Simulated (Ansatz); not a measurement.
## MoS2: changing the functional

Space group R3m:H (No. 160). a = 3.160 Å, b = 3.160 Å, c = 18.450 Å, α = 90.00°, β = 90.00°, γ = 120.00°
| atom | site | symmetry | x | y | z |
| --- | --- | --- | --- | --- | --- |
| Mo | 3a | 3m | 0.0000 | 0.0000 | 0.0000 |
| S | 3a | 3m | 0.3333 | 0.6667 | 0.0837 |
| S | 3a | 3m | 0.0000 | 0.0000 | 0.2500 |

Measurements of this composition are mostly on another form, of space group No. 194.

Kept alike: task band structure; k mesh 6 × 6 × 6; occupations fermi-dirac, width 0.05 eV; no spin polarisation. Program: Ansatz, Ansatz PAW. Cutoffs run from 420 to 500 eV. The mesh is that of the run's cell of 3 atoms. No spin-orbit coupling.

```csv
functional,band gap (eV),pressure (GPa)
BLYP,0.920,12.88
LDA,0.856,-2.43
PBE,0.921,5.35
PBE0,2.035,0.51
PBEsol,0.888,0.34
RPBE,0.938,8.06
r2SCAN,0.986,4.18
revPBE,0.934,7.32
```

Pressure is positive in compression, with a Pulay correction for the finite cutoff. Gaps are the smaller of the mesh's and the band path's. All rows use potentials made for PBE.

Problem. What does the functional change here?

Solution. The band gap runs from 0.856 (LDA) to 2.035 eV (PBE0). From PBE: BLYP -0.001; LDA -0.065; PBE0 +1.114; PBEsol -0.033; RPBE +0.017; r2SCAN +0.065; revPBE +0.013. The pressure runs from -2.43 (LDA) to 12.88 GPa (BLYP). From PBE: BLYP +7.53; LDA -7.78; PBE0 -4.84; PBEsol -5.01; RPBE +2.71; r2SCAN -1.17; revPBE +1.97.

The gap separates the functionals by type: the semilocal ones lie close together, while PBE0 stands far above at 2.035 eV. Both band edges are largely Mo 4d with S 3p admixed, so changing the semilocal form shifts them almost together. Nonlocal exchange instead pushes occupied and empty states apart. The measured indirect gap of bulk MoS2 lies between the two groups. PBE0 probably overshoots because its fixed share of unscreened exchange ignores the crystal's strong dielectric screening.

Pressure follows a different order. From LDA through PBEsol, PBE and revPBE to RPBE, it rises along with the gap, as stronger gradient corrections to exchange weaken binding and favour a larger cell. BLYP, r2SCAN and PBE0 break this parallel, so pressure is no guide to the gap. The small pressures of PBEsol and PBE0 don't establish that either reproduces the structure, since a single average can hide opposing stresses within the stiff covalent layers and across the soft van der Waals gap.
